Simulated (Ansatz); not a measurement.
H in its lowest state found on the top face of a (100) slab of AlRu (Pm-3m (No. 221)), 7 planes, outer planes Ru (top) and Ru (bottom); 1 a cell of 8.86 Å², its atoms last:

```yaml
crystal:
  lattice:
    - [2.97641, 0.00000, 0.00000]
    - [0.00000, 2.97641, 0.00000]
    - [0.00000, 0.00000, 27.92922]
  atoms:
    - { symbol: Ru, position: [0.50000, 0.50000, 0.30434] }
    - { symbol: Al, position: [0.00000, 0.00000, 0.35763] }
    - { symbol: Ru, position: [0.50000, 0.50000, 0.41091] }
    - { symbol: Al, position: [0.00000, 0.00000, 0.46354] }
    - { symbol: Ru, position: [0.50000, 0.50000, 0.51591] }
    - { symbol: Al, position: [0.00000, 0.00000, 0.56970] }
    - { symbol: Ru, position: [0.50000, 0.50000, 0.62117] }
    - { symbol: H, position: [0.00000, 0.50000, 0.65438] }
```

All numbers below come from DFT PBEsol, scalar-relativistic, plane waves, PAW (Ansatz 0.2.0). Plane waves to 420 eV, a k mesh through Γ of 10×10×1 on the computed 8-atom cell and Gaussian smearing (0.10 eV); no spin polarisation. The cell repeats along c with a dipole correction in the vacuum.

The clean top face has a work function of 4.45 eV. Adsorption changes the slab's dipole along +c by Δp = -0.0496 e·Å a cell (-0.24 D an adsorbate).

(1) What change of work function does the Helmholtz equation give?

(2) How does that compare with the calculation?

(3) What does the sign say about the electrons?

## Answers

(1) A sheet of dipoles makes a step in an electron's potential energy of −e·Δp/(ε0·A), and e/ε0 = 180.95 eV·Å for Δp in e·Å: −180.95 × (-0.0496)/8.86 = +1.01 eV. This is the change of φ(top) − φ(bottom). If the bottom face is unmoved, φ(top) becomes 5.47 eV.

(2) φ(top) changes by +1.00 eV and φ(bottom) by -0.01 eV, so their difference changes by +1.01 eV. The bottom face hardly moves.

(3) The change of dipole points into the surface (negative end outward), so the work function rises. Electrons gather on the vacuum side. Δp also holds the adsorbate's own dipole and the moves of the surface atoms, so it isn't a charge transfer alone.